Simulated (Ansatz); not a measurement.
The system is KI.

```
I K
1.0
     0.00000    3.53277    3.53277
     3.53277    0.00000    3.53277
     3.53277    3.53277    0.00000
I K
1 1
Direct
  0.50000 0.50000 0.50000
  0.00000 0.00000 0.00000
```

| Item | Value |
| --- | --- |
| Program | Ansatz 0.2.0 |
| Task | single point |
| Functional | PBE |
| Potentials or basis | all-electron LAPW, scalar-relativistic |
| Cutoff | 116 eV (chosen from the basis error) |
| Basis error allowed | 0.001 eV/atom |
| k mesh | 7 × 7 × 7 |
| Occupations | fermi-dirac, width 0.05 eV |
| Spin | no spin polarisation |

On this cell: pressure 0.6 GPa; largest force zero by symmetry; band gap on the k mesh 3.97 eV, direct.

The same run follows on a disturbed copy (atoms moved at random, drawn with an rms of 0.05 Å):

```
I K
1.0
     0.00000    3.53277    3.53277
     3.53277    0.00000    3.53277
     3.53277    3.53277    0.00000
I K
1 1
Direct
  0.50360 0.51251 0.48597
  0.00690 0.99881 0.99937
```

Question: What changes?

Answer: The energy moves by +1.3 meV/atom; pressure 0.6 GPa; largest force 0.075 eV/Å; band gap on the k mesh 3.97 eV, direct.

Forces in eV/Å, atoms in the order of the input:
```
I   -0.001  0.064 -0.040
K    0.001 -0.064  0.040
```

Caveats: spin-orbit coupling is left out, which moves the levels of the heavy elements; an odd mesh through Γ misses points on the zone boundary, where band edges often lie.
